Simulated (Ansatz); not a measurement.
Input and command of a calculation in Ansatz (plane waves; scalar-relativistic PAW potentials unless the input names others):

```yaml
crystal:
  lattice:
    - [2.9032776664, 1.6762081422, 2.381244382]
    - [-2.9032776664, 1.6762081422, 2.381244382]
    - [0.0, -3.3524162845, 2.381244382]
  atoms:
    - { symbol: Ba, position: [0.0026800181, 0.0026800181, 0.0026800181] }
    - { symbol: Ti, position: [0.5127992509, 0.5127992509, 0.5127992509] }
    - { symbol: O, position: [0.4903227049, 0.4903227049, 0.9825753212] }
    - { symbol: O, position: [0.4903227049, 0.9825753212, 0.4903227049] }
    - { symbol: O, position: [0.9825753212, 0.4903227049, 0.4903227049] }
basis:
  ecutwfc: 420
kpoints:
  mp_grid: { grid: [6, 6, 6] }
hamiltonian:
  xc: pbe
  hubbard: { sites: [{ species: Ti, l: d, u_eff: 4.0 }] }
  pseudopotentials: { kind: paw, source: jth }
scf:
  occupations: { method: gaussian, width: 0.05 }
output:
  forces: true
  eigenvalues: true
  stress: true
```

```bash
ansatz run input.yaml --threads 2 --pin off --max-ram 5120MiB --backend cpu --events-out ev --progress --plain --runs-dir out
```

Abridged log:
```
Warning: basis.ecutwfc = 420 eV is below the records' recommended 1380 eV, and the density's cutoff is lower with it unless basis.ecutrho_ratio is high enough to keep the records' density cutoff: compare with a run at a higher cutoff
Warning: <dir> the checks of this Ba dataset prove no rule for summing its radial tables, as where they were carried onto another mesh than they were made on, and Gregory's rule is taken, under which a leading mesh point left out moves its sums only by what lay on the interval it spanned. ...
Warning: <dir> the checks of this Ti dataset prove no rule for summing its radial tables, as where they were carried onto another mesh than they were made on, and Gregory's rule is taken, under which a leading mesh point left out moves its sums only by what lay on the interval it spanned. ...
Warning: <dir> the checks of this O dataset prove no rule for summing its radial tables, as where they were carried onto another mesh than they were made on, and Gregory's rule is taken, under which a leading mesh point left out moves its sums only by what lay on the interval it spanned. ...
Basis set: ecut = 420 eV, 1357 PW (Γ), exchange–correlation on 60×60×60 points (8 copies of the dense FFT grid, shifted against one another)
Bands: 25, of which v1, the nominal top of the filled ones, is band 20 counted from 1 (19 counted from 0)
Symmetry: 6 space group operations
k-points: 32 of 216 (time reversal used)
SCF iter   1: F=—  HF=-10142.662119 eV  |F-HF|=—  |Δ(HF+E_count)|=         —  Δρ=9.49e-2  dr2=9.28e0  ethr=3.10e-3  ⟨swp⟩=6.1  Hψ=4297  notcnv=0
SCF iter   2: F=—  HF=-10140.466753 eV  |F-HF|=—  |Δ(HF+E_count)|=    2.20e0  Δρ=4.66e-2  dr2=1.25e0  ethr=3.10e-3  ⟨swp⟩=4.0  Hψ=2074  notcnv=0  defer=32
SCF iter   3: F=—  HF=-10140.175865 eV  |F-HF|=—  |Δ(HF+E_count)|=   2.91e-1  Δρ=1.85e-2  dr2=3.29e-1  ethr=3.10e-3  ⟨swp⟩=3.0  Hψ=1460  notcnv=0  defer=32
SCF iter   4: F=—  HF=-10140.125606 eV  |F-HF|=—  |Δ(HF+E_count)|=   5.03e-2  Δρ=9.86e-3  dr2=5.61e-2  ethr=8.22e-4  ⟨swp⟩=2.9  Hψ=1356  notcnv=0  defer=32
SCF iter   5: F=—  HF=-10140.124345 eV  |F-HF|=—  |Δ(HF+E_count)|=   1.26e-3  Δρ=4.35e-3  dr2=2.06e-2  ethr=1.40e-4  ⟨swp⟩=3.0  Hψ=1809  notcnv=0  defer=32
SCF iter   6: F=—  HF=-10140.121385 eV  |F-HF|=—  |Δ(HF+E_count)|=   2.96e-3  Δρ=9.06e-4  dr2=5.46e-4  ethr=5.16e-5  ⟨swp⟩=2.2  Hψ=1184  notcnv=0  defer=32
SCF iter   7: F=—  HF=-10140.121459 eV  |F-HF|=—  |Δ(HF+E_count)|=   7.35e-5  Δρ=7.05e-4  dr2=4.09e-4  ethr=1.37e-6  ⟨swp⟩=2.9  Hψ=1358  notcnv=0  defer=32
SCF iter   8: F=—  HF=-10140.121409 eV  |F-HF|=—  |Δ(HF+E_count)|=   5.04e-5  Δρ=2.16e-4  dr2=4.17e-5  ethr=1.02e-6  ⟨swp⟩=2.1  Hψ=857  notcnv=0  defer=32
SCF iter   9: F=—  HF=-10140.121400 eV  |F-HF|=—  |Δ(HF+E_count)|=   8.13e-6  Δρ=3.23e-5  dr2=9.62e-7  ethr=1.04e-7  ⟨swp⟩=2.1  Hψ=1145  notcnv=0  defer=32
SCF iter  10: F=-10140.121400 eV  HF=-10140.121400 eV  |F-HF|=4.55e-11  |Δ(HF+E_count)|=   1.43e-7  Δρ=2.10e-6  dr2=3.97e-9  ethr=2.50e-10  ⟨swp⟩=10.1  Hψ=4426  notcnv=0
SCF 1 converged in 10 iterations: F = -10140.121400 eV  dr2 = 3.97e-9
SCF converged after 10 iterations
Free energy (F): -10140.121400 eV
Harris-Foulkes:  -10140.121400 eV  (|F-HF|=4.55e-11)
Internal energy: -10140.121400 eV  (E = F + TS)
E sigma→0 (E₀):  -10140.121400 eV
Fermi energy:    10.750434 eV
--- Forces (eV/Å), atoms counted from 1 ---
  atom   1  Ba     0.00000000     0.00000000     0.00463214
  atom   2  Ti     0.00000000     0.00000000     0.33888498
  atom   3  O      0.00000000     0.22335457    -0.11475783
  atom   4  O      0.19343073    -0.11167729    -0.11475783
  atom   5  O     -0.19343073    -0.11167729    -0.11475783
--- Stress (GPa, compression-positive) ---
       -5.696199       0.000000       0.000000
        0.000000      -5.696199       0.000000
        0.000000       0.000000      -5.359112
  P = ⅓ Tr σ = -5.5838 GPa (-55.838 kbar)
Occupation matrices written to <dir>
```

Apart from outputs and empty bands, the input differs from a reference run on usual settings in hamiltonian.pseudopotentials: not typed → {"kind": "paw", "source": "jth"}. The reference, at the same geometry (not necessarily relaxed), gave pressure -6.31 GPa, largest force 0.395 eV/Å, gap on the mesh 2.51 eV. This run converged in 10 SCF iterations (reference: 9) with a total energy on another zero, pressure -5.58 GPa, largest force 0.339 eV/Å, gap on the mesh 2.48 eV. Its cutoff is looser than usual. The Hamiltonian differs as well, so the change in the result can't be put down to that alone.

Time: 5.6 s on 2 threads of Arm Neoverse V1, with other jobs on the host, peak memory 0.39 GiB.